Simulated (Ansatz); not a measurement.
# TePb (Pm-3m) in Ansatz: reference runs

How does TePb come out in PBE? The cell is run as given and disturbed.

Program: Ansatz 0.2.0. These are calculated values, not measurements. Logs are shortened: lines on timing, memory, paths and dates and some standing lists are left out, and cuts for length are marked.

### Step 1. Starting point

Symmetry: Pm-3m, No. 221, cubic system. Conventional cell: a = 4.002 Å, b = 4.002 Å, c = 4.002 Å, α = 90.00°, β = 90.00°, γ = 90.00°. Pb (site symmetry m-3m) has 8 Te at 3.47 Å as nearest neighbours. Around Te (site symmetry m-3m) lie 8 Pb at 3.47 Å.

Measurements of this composition are mostly on another form, of space group No. 225.

### Step 2. Single point, PBE

input.yaml reads:

```yaml
crystal:
  lattice:
    - [4.002287, 0.0, 0.0]
    - [0.0, 4.002287, 0.0]
    - [0.0, 0.0, 4.002287]
  atoms:
    - { symbol: Pb, position: [0.0, 0.0, 0.0] }
    - { symbol: Te, position: [0.5, 0.5, 0.5] }
hamiltonian:
  xc: pbe
  pseudopotentials: { kind: paw }
kpoints:
  mp_grid: { grid: [7, 7, 7] }
scf:
  occupations: { method: fermi_dirac, width: 0.05 }
output:
  forces: true
  stress: true
  eigenvalues: true
```

Potentials or basis: Ansatz PAW.

On the command line:

```sh
$ ansatz run input.yaml --threads 2 --pin off --max-ram 5120MiB --backend cpu --events-out ev --progress --plain --runs-dir out
```

Output:

```text
Warning: RAYON_NUM_THREADS=2 ignored (pool sized by the plan → 2); use --threads N
Engine: ansatz 0.2.0, x86_64-unknown-linux-gnu
Pseudopotentials: kind: paw
Pseudopotential: Pb, paw, valence charge 14, recommended cutoff 420 eV (normal), Pb.paw.azcp
Pseudopotential: Te, paw, valence charge 16, recommended cutoff 420 eV (normal), Te.paw.azcp
Functional definition: PBE
  parameter kappa = 0.804
  parameter beta = 0.06672455060314922
  exchange = pbe_x(kappa = kappa, mu = beta*pi^2/3)
  correlation = pbe_c(beta = beta)
Crystal: 2 atoms, lattice volume = 64.110 Å³
Basis set: ecut = 420 eV, 1237 PW (Γ), exchange–correlation on 54×54×54 points (8 copies of the dense FFT grid, shifted against one another)
Bands: 19, of which v1, the nominal top of the filled ones, is band 15 counted from 1 (14 counted from 0)
Symmetry: 48 space group operations
Space group: Pm-3m (ITA 221), of the structure as read, at distance tolerance 4.0e-5 Å
k-points: 20 of 343
Non-local potential: Pb, projectors of the file, l = 0: 2, l = 1: 2, l = 2: 2, l = 3: 2
Non-local potential: Te, projectors of the file, l = 0: 2, l = 1: 2, l = 2: 2, l = 3: 2
PAW form: soft (Blöchl's): semilocal exchange-correlation on the pseudo side does not see the compensation charge
PAW one-centre angular grid: Pb, 590 points (default); XC on 64 Gauss nodes
PAW one-centre angular grid: Te, 590 points (default); XC on 64 Gauss nodes
Initial density: superposition of atomic densities (neutral atoms: chi_scale 0, normalization atom), corrected by the library's trained network
Initial wavefunctions: pseudopotential atomic-orbital guess
Functional: x = pbe(κ = 0.804, μ = 0.2195149727645171), c = pbe(β = 0.06672455060314922)
SCF iter   1: F=—  HF=-18886.725731 eV  |F-HF|=—  |Δ(HF+E_count)|=         —  Δρ=7.36e-4  dr2=2.05e-4  ethr=1.77e-3  ⟨swp⟩=6.6  Hψ=1957  notcnv=0
preconditioner: auto → Kerker (q_TF=auto, 2.404 Å⁻¹)  [metal: Δε(μ)=0.074 eV  Ē_g=14.694 eV  σ=0.050 eV  W_gap=0.32  n_scr=18 (ndim 8)  ℏωp=20.7 eV  f_vac=0.000  D(μ)=1.76/eV (n_scr^D=18)]
SCF iter   2: F=—  HF=-18886.724406 eV  |F-HF|=—  |Δ(HF+E_count)|=   1.32e-3  Δρ=4.92e-4  dr2=1.15e-4  ethr=6.82e-7  ⟨swp⟩=3.5  Hψ=1033  notcnv=0
SCF iter   3: F=—  HF=-18886.724508 eV  |F-HF|=—  |Δ(HF+E_count)|=   1.01e-4  Δρ=2.27e-4  dr2=2.20e-5  ethr=3.83e-7  ⟨swp⟩=2.6  Hψ=578  notcnv=0
SCF iter   4: F=—  HF=-18886.724579 eV  |F-HF|=—  |Δ(HF+E_count)|=   7.15e-5  Δρ=9.95e-5  dr2=4.65e-6  ethr=7.35e-8  ⟨swp⟩=2.2  Hψ=520  notcnv=0
SCF iter   5: F=—  HF=-18886.724588 eV  |F-HF|=—  |Δ(HF+E_count)|=   8.28e-6  Δρ=2.65e-5  dr2=3.42e-7  ethr=1.55e-8  ⟨swp⟩=2.0  Hψ=482  notcnv=0
SCF iter   6: F=—  HF=-18886.724588 eV  |F-HF|=—  |Δ(HF+E_count)|=   3.03e-7  Δρ=1.31e-5  dr2=1.27e-7  ethr=3.33e-10  ⟨swp⟩=6.2  Hψ=1770  notcnv=0
SCF iter   7: F=-18886.724588 eV  HF=-18886.724588 eV  |F-HF|=3.42e-8  |Δ(HF+E_count)|=   6.44e-8  Δρ=5.95e-6  dr2=2.88e-8  ethr=3.33e-10  ⟨swp⟩=4.1  Hψ=1272  notcnv=0
SCF 1 converged in 7 iterations: F = -18886.724588 eV  dr2 = 2.88e-8
SCF converged after 7 iterations
Free energy (F): -18886.724588 eV
Harris-Foulkes:  -18886.724588 eV  (|F-HF|=3.42e-8)
Internal energy: -18886.711029 eV  (E = F + TS)
E sigma→0 (E₀):  -18886.717809 eV
Entropy (-TS):   -0.013558 eV (-6.779 meV/atom)
Fermi energy:    9.623475 eV
--- Per-component energies (eV) ---
  E_band       = -294.981982
  E_kinetic    = 466.946211
  E_local      = -2204.012847  (includes V_loc(G=0)·N_el)
  E_nonlocal   = 39.526307
  E_hartree    = 1175.246088
  E_xc         = -345.000180
  E_vxc        = -236.345434  (∫ρ·V_xc dr)
  E_paw        = -15066.071413  (= ΣΔE_a)
  E_vpaw       = -711.577004  (= ΣTr[D̂ρ^β])
  E_aug_tail   = -0.000127  (compensation charges beyond the density's cutoff)
  E_ewald      = -2953.345067
  E_smearing   = -0.013558  (= −TS)
  E_closure    = 0.000000  (closes the sum)
  Σ components = -18886.724588   (vs F -18886.724588, Δ=0.00e0)
--- Forces (eV/Å), atoms counted from 1 ---
  atom   1  Pb     0.00000000    -0.00000000     0.00000000
  atom   2  Te     0.00000000     0.00000000     0.00000000
  max |Σ_I F_I| component: 1.30e-29 eV/Å
--- Stress (GPa, compression-positive) ---
       -0.003253      -0.000000       0.000000
        0.000000      -0.003253       0.000000
        0.000000       0.000000      -0.003253
  P = ⅓ Tr σ = -0.0033 GPa (-0.033 kbar)
--- Band table (eV; the first three rows and the last of 20) ---
  k-point 0: bands = ["-26.6740", "-26.6740", "-26.6720", "-26.6720", "-26.6720", "-7.5406", "-7.5406", "-7.4577", "-7.4577", "-7.4577", "-2.5338", "2.8538", "8.0592", "8.0592", "8.0592", "13.6493", "13.6493", "14.8639", "14.8639"]
  k-point 1: bands = ["-26.6740", "-26.6733", "-26.6721", "-26.6721", "-26.6719", "-7.5400", "-7.5276", "-7.4626", "-7.4626", "-7.4574", "-2.3722", "2.5212", "7.9293", "8.2403", "8.2403", "13.5164", "13.7970", "14.3531", "14.3531"]
  k-point 2: bands = ["-26.6739", "-26.6725", "-26.6725", "-26.6719", "-26.6716", "-7.5385", "-7.4985", "-7.4733", "-7.4733", "-7.4567", "-1.9141", "1.6622", "8.0242", "8.7421", "8.7421", "11.7368", "13.1934", "13.1934", "14.2287"]
  k-point 19: bands = ["-26.6737", "-26.6737", "-26.6737", "-26.6683", "-26.6683", "-7.5097", "-7.5080", "-7.5080", "-7.4342", "-7.4342", "-0.1623", "2.3193", "6.7064", "6.9935", "6.9935", "9.0141", "9.0141", "9.7820", "21.4854"]
```

It took 0.78 s on 2 threads of Intel Xeon Platinum 8488C (Sapphire Rapids), shared host; peak memory 0.36 GiB.

What came out:

* Free energy: -18886.7246 eV
* Pressure: 0.0 GPa
* Band gap on the k mesh: none (metal or under the smearing width)

The run has no spin-orbit coupling, so splittings on Pb, Te are missing.

### Step 3. Single point, PBE (atoms moved at random, drawn with an rms of 0.05 Å)

Edit input.yaml of step 2 so:

```diff
@@ -6,4 +6,4 @@
   atoms:
-    - { symbol: Pb, position: [0.0, 0.0, 0.0] }
-    - { symbol: Te, position: [0.5, 0.5, 0.5] }
+    - { symbol: Pb, position: [-0.009609, 0.007594, -0.010277] }
+    - { symbol: Te, position: [0.483335, 0.497093, 0.499341] }
 hamiltonian:
```

Potentials or basis: Ansatz PAW.

On the command line:

```sh
$ ansatz run input.yaml --threads 2 --pin off --max-ram 5120MiB --backend cpu --events-out ev --progress --plain --runs-dir out
```

Output:

```text
Warning: RAYON_NUM_THREADS=2 ignored (pool sized by the plan → 2); use --threads N
[... 9 set-up lines as earlier in the session ...]
Crystal: 2 atoms, lattice volume = 64.110 Å³
[... 31 lines left out ...]
  E_kinetic    = 466.974747
  E_local      = -2204.902327  (includes V_loc(G=0)·N_el)
  E_nonlocal   = 39.529744
  E_hartree    = 1175.692771
  E_xc         = -345.009783
  E_vxc        = -236.358548  (∫ρ·V_xc dr)
  E_paw        = -15066.078911  (= ΣΔE_a)
  E_vpaw       = -711.589719  (= ΣTr[D̂ρ^β])
  E_aug_tail   = -0.000136  (compensation charges beyond the density's cutoff)
  E_ewald      = -2952.918572
  E_smearing   = -0.013326  (= −TS)
  E_closure    = 0.000000  (closes the sum)
  Σ components = -18886.725792   (vs F -18886.725792, Δ=0.00e0)
--- Forces (eV/Å), atoms counted from 1 ---
  atom   1  Pb     0.01655634     0.02459473    -0.02253900
  atom   2  Te    -0.01655275    -0.02458929     0.02253382
  max |Σ_I F_I| component: 5.45e-6 eV/Å
--- Stress (GPa, compression-positive) ---
        0.037440       0.013660      -0.012528
        0.013660       0.041159      -0.018561
       -0.012528      -0.018561       0.040064
  P = ⅓ Tr σ = 0.0396 GPa (0.396 kbar)
--- Band table (eV; the first three rows and the last of 172) ---
  k-point 0: bands = ["-26.6737", "-26.6737", "-26.6719", "-26.6716", "-26.6716", "-7.5395", "-7.5394", "-7.4567", "-7.4567", "-7.4565", "-2.5368", "2.8571", "8.0565", "8.0597", "8.0616", "13.6162", "13.6274", "14.8714", "14.8883"]
  k-point 1: bands = ["-26.6737", "-26.6730", "-26.6720", "-26.6718", "-26.6716", "-7.5388", "-7.5265", "-7.4615", "-7.4614", "-7.4563", "-2.3751", "2.5243", "7.9286", "8.2386", "8.2416", "13.5045", "13.7528", "14.3544", "14.3989"]
  k-point 2: bands = ["-26.6737", "-26.6723", "-26.6721", "-26.6716", "-26.6713", "-7.5373", "-7.4973", "-7.4723", "-7.4722", "-7.4556", "-1.9173", "1.6650", "8.0226", "8.7396", "8.7419", "11.7388", "13.1835", "13.1989", "14.2414"]
  k-point 171: bands = ["-26.6728", "-26.6727", "-26.6724", "-26.6719", "-26.6696", "-7.5164", "-7.4901", "-7.4857", "-7.4655", "-7.4635", "-1.0868", "1.0222", "7.1919", "8.1615", "8.6614", "11.1329", "11.9236", "13.5721", "16.1858"]
```

Run time: 6.5 s. Hardware: 2 threads of Intel Xeon Platinum 8488C (Sapphire Rapids), shared host; peak memory 0.52 GiB.

Results:

- Free energy: -18886.7258 eV
- Pressure: 0.0 GPa
- Largest force: 0.037 eV/Å
- Band gap on the k mesh: none (metal or under the smearing width)

Forces in eV/Å, atoms in the order of the input:
```
Pb   0.017  0.025 -0.023
Te  -0.017 -0.025  0.023
```

Spin-orbit coupling is left out, which matters for the levels of Pb, Te.
